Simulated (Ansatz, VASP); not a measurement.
## Ti15BO32 (B_Ti) in two plane-wave programs

Wanted: the spread between two codes on one cell, functional and k mesh. Of the first pair: The structure shown is the start of the Ansatz relaxation below; VASP solves that cell, so the two are compared at the walk's first step.

Calculated with Ansatz 0.2.0; plane waves, with VASP 6.6.1 beside it; single point at r2SCAN.

## Step 1: Starting point

The cell holds 48 atoms: 15 Ti, 32 O and 1 B. Cell: a = 7.556 Å, b = 7.556 Å, c = 9.583 Å, α = 90.0°, β = 90.0°, γ = 90.0°. It derives from TiO2 (TiO2 (I4_1/amd)). Nearest the centre at fractional (0.750, 0.250, 0.500): B48 at 0.05 Å, O32 at 1.90 Å, O45 at 1.91 Å, O35 at 1.94 Å, O37 at 1.97 Å, O16 at 1.97 Å, O39 at 1.98 Å, Ti3 at 3.01 Å. The cell carries charge −1.

Structure file:

```xyz
48
Lattice="7.5557 0.0000 0.0000 0.0000 7.5557 0.0000 0.0000 0.0000 9.5835" Properties=species:S:1:pos:R:3 pbc="T T T"
Ti    0.0155    7.5456    0.0464
Ti    1.9000    1.8403    4.7949
Ti    7.5389    1.8734    2.4403
Ti    1.8801    0.0489    7.1928
Ti    0.0260    3.7440    9.5575
Ti    1.9218    5.6491    4.7585
Ti    0.0057    5.7159    2.4031
Ti    1.8424    3.7601    7.1921
Ti    3.7747    7.5103    0.0207
Ti    3.7781    1.8501    2.4273
Ti    5.6410    0.0412    7.1994
Ti    3.7629    3.7303    9.5792
Ti    5.6319    5.7002    4.8047
Ti    3.8033    5.6265    2.4109
Ti    5.6373    3.7958    7.2238
O     0.0345    1.8586    4.3626
O     1.9349    0.0189    9.1689
O     0.0347    7.5249    2.0051
O     1.9097    1.8940    6.7330
O     7.5490    1.9070    0.4555
O     1.8413    7.5428    5.2093
O     0.0439    7.5431    7.5766
O     1.8743    1.9163    2.7660
O     7.5219    5.6750    4.4183
O     1.8790    3.8187    9.2012
O     7.5123    3.7740    1.9621
O     1.9334    5.6581    6.7570
O     0.0429    5.6691    0.4349
O     1.8418    3.7732    5.2172
O     7.5296    3.7636    7.5568
O     1.9098    5.6432    2.7664
O     3.8133    1.8572    4.3977
O     5.6834    0.0463    9.1832
O     3.7606    7.5090    1.9826
O     5.6458    1.8818    6.7334
O     3.7442    1.9237    0.3967
O     5.6991    7.5289    5.2282
O     3.7321    0.0113    7.6137
O     5.7139    1.9028    2.8147
O     3.7995    5.6791    4.3390
O     5.7099    3.8022    9.1812
O     3.7770    3.8235    1.9661
O     5.6621    5.6417    6.8212
O     3.7331    5.6862    0.4203
O     5.6397    3.7648    5.1612
O     3.7726    3.7923    7.5494
O     5.6901    5.6737    2.7615
B     5.6376    1.8494    4.8011
```

## Step 2: Ansatz: relaxation, r2SCAN

Ansatz runs on its default PAW (the set named soft_2) files.

The two programs are compared at the cell with which this relaxation starts, whose forces are those of its first step.

File input.yaml:

```yaml
crystal:
  lattice:
    - [3.77786073, 0.0, 0.0]
    - [0.0, 3.77786073, 0.0]
    - [0.0, 0.0, 9.58347725]
  atoms:
    - { symbol: Ti, position: [0.0, 0.0, 0.0] }
    - { symbol: Ti, position: [0.5, 0.5, 0.5] }
    - { symbol: Ti, position: [0.0, 0.5, 0.25] }
    - { symbol: Ti, position: [0.5, 0.0, 0.75] }
    - { symbol: O, position: [0.0, 0.5, 0.45728385] }
    - { symbol: O, position: [0.5, 0.0, 0.95728385] }
    - { symbol: O, position: [0.0, 0.0, 0.20728385] }
    - { symbol: O, position: [0.5, 0.5, 0.70728385] }
    - { symbol: O, position: [0.0, 0.5, 0.04271615] }
    - { symbol: O, position: [0.5, 0.0, 0.54271615] }
    - { symbol: O, position: [0.0, 0.0, 0.79271615] }
    - { symbol: O, position: [0.5, 0.5, 0.29271615] }
  supercell: [2, 2, 1]
  defects: [{ substitution: { at: 25, symbol: B } }]
total_charge: -1
basis:
  ecutwfc: 500
  xc_grid: 2
hamiltonian:
  xc: r2scan
kpoints:
  mp_grid: { grid: [1, 1, 1] }
scf:
  occupations: { method: fixed }
  max_iter: 100
output:
  forces: true
  charged_corrections: { epsilon: [6.86, 6.86, 6.3], static_epsilon: [66.3, 66.3, 30.29] }
relax:
  f_tol: 0.02
  max_steps: 80
  random_displacement: { amplitude: 0.05, seed: 579 }
checkpoint:
  write: "../qm1.relax.run"
  compress: false
  write_wavefunctions: true
  write_every: 100000
```

The run is started by

```
$ ansatz run input.yaml --threads 4 --pin off --max-ram 6594MiB --backend cpu --events-out ev --progress --plain --runs-dir out
```

Numbers of over 12 decimals in the logs are rounded to 6 here.

What it wrote:

```text
Engine: ansatz 0.2.0, aarch64-unknown-linux-gnu
Pseudopotentials: kind: paw
Pseudopotential: Ti, paw, valence charge 12, recommended cutoff 500 eV (meta_gga), Ti.paw.azcp
Pseudopotential: O, paw, valence charge 6, recommended cutoff 500 eV (meta_gga), O.paw.azcp
Pseudopotential: B, paw, valence charge 3, recommended cutoff 500 eV (meta_gga), B.paw.azcp
Functional definition: r2SCAN
  parameter k0 = 0.174
  parameter k1 = 0.065
  parameter a1 = 4.9479
  exchange = r2scan_x(k0 = k0, k1 = k1, a1 = a1)
  correlation = r2scan_c
Crystal: 48 atoms, lattice volume = 547.110 Å³
Basis set: ecut = 500 eV, 13875 PW (Γ), exchange–correlation on 120×120×144 points (8 copies of the dense FFT grid, shifted against one another)
Bands: 236, of which v1, the nominal top of the filled ones, is band 188 counted from 1 (187 counted from 0)
Symmetry: 1 space group operations
k-points: 1
Non-local potential: Ti, projectors of the file, l = 0: 3, l = 1: 2, l = 2: 3, l = 3: 1
Non-local potential: O, projectors of the file, l = 0: 2, l = 1: 2, l = 2: 1
Non-local potential: B, projectors of the file, l = 0: 2, l = 1: 2, l = 2: 1
PAW form: soft (Blöchl's): semilocal exchange-correlation on the pseudo side does not see the compensation charge
PAW frozen core: Ti, regenerated for the run's functional (the file was generated under x = pbe(κ = 0.804, μ = 0.219515), c = pbe(β = 0.066725))
PAW frozen core: O, regenerated for the run's functional (the file was generated under x = pbe(κ = 0.804, μ = 0.219515), c = pbe(β = 0.066725))
PAW frozen core: B, regenerated for the run's functional (the file was generated under x = pbe(κ = 0.804, μ = 0.219515), c = pbe(β = 0.066725))
PAW one-centre angular grid: Ti, 590 points (default); XC on 160 Gauss nodes
PAW one-centre angular grid: O, 302 points (default); XC on 160 Gauss nodes
PAW one-centre angular grid: B, 302 points (default); XC on 160 Gauss nodes
Initial density: superposition of atomic densities (neutral atoms scaled as one to the charged cell's electrons: chi_scale 0, normalization atom), corrected by the library's trained network
Initial wavefunctions: pseudopotential atomic-orbital guess
Functional: x = r2scan, c = r2scan; τ floored in thin density (d = 2e-4 eV/Å³)
SCF iter   1: F=—  HF=-55975.700115 eV  |F-HF|=—  |Δ(HF+E_count)|=         —  Δρ=2.87e-2  dr2=5.68e0  dr2_τ=3.05e0  ethr=1.77e-3  ⟨swp⟩=3.0  Hψ=718  notcnv=0  defer=44
preconditioner: auto → Resta (q_TF=auto, 2.563 Å⁻¹)  ε∞=6.3  [insulator: Δε(μ)=2.981 eV  Ē_g=11.043 eV  n_scr=138 (ndim 8)  ℏωp=25.4 eV  f_vac=0.102  ε∞_Penn≈6.3]
SCF iter   2: F=—  HF=-55975.686743 eV  |F-HF|=—  |Δ(HF+E_count)|=   1.34e-2  Δρ=1.34e-2  dr2=5.44e-1  dr2_τ=2.52e-1  ethr=1.51e-3  ⟨swp⟩=3.0  Hψ=444  notcnv=0  defer=45
SCF iter   3: F=—  HF=-55975.614082 eV  |F-HF|=—  |Δ(HF+E_count)|=   7.27e-2  Δρ=4.42e-3  dr2=1.07e-1  dr2_τ=5.60e-3  ethr=1.45e-4  ⟨swp⟩=2.0  Hψ=324  notcnv=0  defer=45
SCF iter   4: F=—  HF=-55975.604114 eV  |F-HF|=—  |Δ(HF+E_count)|=   9.97e-3  Δρ=1.55e-3  dr2=1.18e-2  dr2_τ=1.40e-3  ethr=2.84e-5  ⟨swp⟩=2.0  Hψ=291  notcnv=0  defer=46
SCF iter   5: F=—  HF=-55975.604857 eV  |F-HF|=—  |Δ(HF+E_count)|=   7.43e-4  Δρ=6.18e-4  dr2=2.52e-3  dr2_τ=2.58e-4  ethr=3.13e-6  ⟨swp⟩=3.0  Hψ=306  notcnv=0  defer=46
SCF iter   6: F=—  HF=-55975.605885 eV  |F-HF|=—  |Δ(HF+E_count)|=   1.03e-3  Δρ=2.46e-4  dr2=4.13e-4  dr2_τ=3.31e-5  ethr=6.70e-7  ⟨swp⟩=2.0  Hψ=333  notcnv=0  defer=46
SCF iter   7: F=—  HF=-55975.605922 eV  |F-HF|=—  |Δ(HF+E_count)|=   3.66e-5  Δρ=9.96e-5  dr2=5.23e-5  dr2_τ=6.39e-6  ethr=1.10e-7  ⟨swp⟩=2.0  Hψ=289  notcnv=0  defer=46
SCF iter   8: F=—  HF=-55975.605925 eV  |F-HF|=—  |Δ(HF+E_count)|=   3.22e-6  Δρ=4.31e-5  dr2=1.00e-5  dr2_τ=1.10e-6  ethr=2.66e-9  ⟨swp⟩=4.0  Hψ=719  notcnv=0
SCF iter   9: F=-55975.605926 eV  HF=-55975.605927 eV  |F-HF|=4.16e-7  |Δ(HF+E_count)|=   1.53e-6  Δρ=1.54e-5  dr2=1.30e-6  dr2_τ=1.57e-7  ethr=2.66e-9  ⟨swp⟩=4.0  Hψ=675  notcnv=0
SCF 1 converged in 9 iterations: F = -55975.605926 eV  dr2 = 1.30e-6
  greatest PAW one-centre occupation: 1.000 electrons in one spin orbital (limit 2), on the Ti atom at site 38 (counted from 0), in its partial waves of l = 1
relax step   1: F+E_penalty+E_count = -55975.60592629 eV  Δ(F+E_penalty+E_count) = +0.000e0 eV  max|allowed force component| = 2.465e0 eV/Å  Δτ_max = 0.0000 Å  (9 SCF iters, dr2 threshold 1.00e-5 eV, accepted)
Initial density: handed on by an earlier stage of this run
Initial wavefunctions: those handed on with the density
iter 1 solved again at ethr=1.66e-4 eV; its pass at ethr=3.10e-3 eV (dr2=6.24e-1 eV) is discarded
SCF iter   1: F=—  HF=-55976.401116 eV  |F-HF|=—  |Δ(HF+E_count)|=         —  Δρ=1.26e-2  dr2=6.37e-1  dr2_τ=1.00e1  ethr=1.66e-4  ⟨swp⟩=1.0  Hψ=746  notcnv=0  defer=45
[...]
atom  17  O      0.00048339     0.00152510    -0.00127465
  atom  18  O     -0.00132608    -0.00052624    -0.00126814
  atom  19  O     -0.00102800     0.00097703    -0.00117094
  atom  20  O     -0.00217843    -0.00059756     0.00064525
  atom  21  O      0.00068090     0.00395313    -0.00060468
  atom  22  O     -0.00259821     0.00008356     0.00188677
  atom  23  O      0.00255578    -0.00085490    -0.00070989
  atom  24  O      0.00254851     0.00374468     0.00068002
  atom  25  Ti    -0.00510548    -0.00273128     0.00287846
  atom  26  B     -0.01509062    -0.00711623     0.01163954
  atom  27  Ti    -0.00035534    -0.00072196     0.00595427
  atom  28  Ti     0.00177572    -0.00028565     0.00001382
  atom  29  O      0.00978528     0.00185900    -0.00912443
  atom  30  O      0.00332841    -0.00195947    -0.00087570
  atom  31  O      0.00148890    -0.00015217    -0.00195038
  atom  32  O      0.00086232     0.00292794     0.00112227
  atom  33  O      0.00013876     0.00223956    -0.00255498
  atom  34  O     -0.00368905     0.00868755     0.00104560
  atom  35  O      0.00070343     0.00014448    -0.00138713
  atom  36  O      0.00181949    -0.00144540    -0.00948307
  atom  37  Ti    -0.00218050    -0.00157635     0.00378481
  atom  38  Ti     0.00169082    -0.00774129    -0.00461201
  atom  39  Ti    -0.00022461    -0.00658039     0.00235373
  atom  40  Ti     0.00612212    -0.00321030    -0.00327202
  atom  41  O     -0.00077233    -0.00057230    -0.00281457
  atom  42  O     -0.00271871     0.00000944     0.00238156
  atom  43  O      0.00099949     0.00477850    -0.00062766
  atom  44  O      0.00058588     0.00563170     0.00323665
  atom  45  O      0.00131232     0.00382518     0.00000336
  atom  46  O      0.01110304     0.00213105    -0.00046624
  atom  47  O     -0.00405689     0.00056130     0.00006786
  atom  48  O     -0.00142846     0.00181103    -0.00319623
  max |Σ_I F_I| component: 5.32e-3 eV/Å
--- Charged-cell corrections in eV (Makov–Payne, q = -1.000 e, ε = [66.300, 66.300, 30.290]) ---
  F (periodic)     = -55980.542805  (uncorrected; the corrections below are reported, never added to it)
  E_corr1          = +0.041148  (monopole, q²α_M/2ε̄L, of the cell on which ε is isotropic)
  F Makov-Payne    = -55980.501658  (F + E_corr1; no measured alignment; for a localised charge, not one spread in a band: unchecked)
  no potential alignment in this run, which stands beside a crystal: run the host's input off ansatz write-host-input, and read the two finished runs by ansatz place-levels (neither reads a slab, a wire or a sheet, whose cell leaves a vacuum)
--- Band table (eV) ---
  k-point 0: bands = [... 184 lower, 6.4663, 6.5207, 6.5379, 6.6087, 9.3012, 9.5285, 9.6302, 10.0328, ... 44 higher]
--- Relaxed structure (12 steps of the walk, 12 accepted, 0 SCFs on fresh bases) ---
  F+E_penalty+E_count = -55980.54280530 eV   max|allowed force component| = 1.516e-2 eV/Å
  atoms:
    - { symbol: Ti, position: [-0.00159559, 0.00195468, 0.000416823] }
    - { symbol: Ti, position: [0.254472, 0.246507, 0.504025] }
    - { symbol: Ti, position: [-0.010443, 0.250306, 0.278683] }
    - { symbol: Ti, position: [0.244175, 0.00204437, 0.752048] }
    - { symbol: O, position: [0.022746, 0.251472, 0.467112] }
    - { symbol: O, position: [0.247423, 0.00654938, 0.954668] }
    - { symbol: O, position: [-0.00488907, 0.0061457, 0.213570] }
    - { symbol: O, position: [0.261795, 0.246135, 0.710707] }
    - { symbol: O, position: [-0.010645, 0.248777, 0.049839] }
    - { symbol: O, position: [0.254686, -0.00571091, 0.545729] }
    - { symbol: O, position: [-0.00581837, 0.00493189, 0.785775] }
    - { symbol: O, position: [0.267333, 0.243554, 0.298626] }
    - { symbol: Ti, position: [0.0014864, 0.487000, 0.00492532] }
    - { symbol: Ti, position: [0.254579, 0.746459, 0.500238] }
    - { symbol: Ti, position: [-0.00329262, 0.752002, 0.247821] }
    - { symbol: Ti, position: [0.246166, 0.499975, 0.752921] }
    - { symbol: O, position: [0.00445411, 0.744336, 0.454638] }
    - { symbol: O, position: [0.248288, 0.506071, 0.959059] }
    - { symbol: O, position: [0.0047603, 0.494060, 0.212654] }
    - { symbol: O, position: [0.252685, 0.746706, 0.711914] }
    - { symbol: O, position: [-0.00647208, 0.752310, 0.045360] }
    - { symbol: O, position: [0.248524, 0.501643, 0.548819] }
    - { symbol: O, position: [-0.0018861, 0.471383, 0.793180] }
    - { symbol: O, position: [0.252298, 0.753902, 0.288430] }
    - { symbol: Ti, position: [0.513392, -0.000848166, -0.00491242] }
    - { symbol: B, position: [0.683954, 0.315907, 0.499921] }
    - { symbol: Ti, position: [0.507049, 0.248708, 0.258350] }
    - { symbol: Ti, position: [0.746049, 0.00965593, 0.721368] }
    - { symbol: O, position: [0.505553, 0.269587, 0.474050] }
    - { symbol: O, position: [0.751906, 0.010524, 0.950423] }
    - { symbol: O, position: [0.527006, 0.00247332, 0.207138] }
    - { symbol: O, position: [0.741940, 0.251223, 0.653742] }
    - { symbol: O, position: [0.497079, 0.249181, 0.046000] }
    - { symbol: O, position: [0.733891, -0.023924, 0.532739] }
    - { symbol: O, position: [0.506712, -0.00437969, 0.788076] }
    - { symbol: O, position: [0.748199, 0.263608, 0.344956] }
    - { symbol: Ti, position: [0.506894, 0.494023, -0.000481792] }
    - { symbol: Ti, position: [0.754494, 0.745682, 0.496094] }
    - { symbol: Ti, position: [0.498079, 0.751331, 0.246685] }
    - { symbol: Ti, position: [0.749868, 0.492890, 0.741063] }
    - { symbol: O, position: [0.496223, 0.742717, 0.451074] }
    - { symbol: O, position: [0.751428, 0.503785, 0.953834] }
    - { symbol: O, position: [0.516922, 0.498184, 0.205749] }
    - { symbol: O, position: [0.763477, 0.732968, 0.701479] }
    - { symbol: O, position: [0.493999, 0.752106, 0.040462] }
    - { symbol: O, position: [0.726929, 0.494925, 0.526987] }
    - { symbol: O, position: [0.503138, 0.483002, 0.793477] }
    - { symbol: O, position: [0.753021, 0.743987, 0.289585] }
```

The column dr2 measures how far the density is from self-consistency, as an energy; F and HF (Harris–Foulkes) agree once it is small.

[end of part 1 of 2]

[Lines on the potential files, build, host, timing and source positions are cut from VASP's logs without a mark.]

[Logs are printed without paths, hosts, clocks, repeated set-up lines and the standing remarks that a program may print on its own settings, such as how far it seeks lower states.]

[Hosts, paths, dates, database ids (printed as entryN), source tags and the programs' standing remarks are cut or masked in the printed files.]
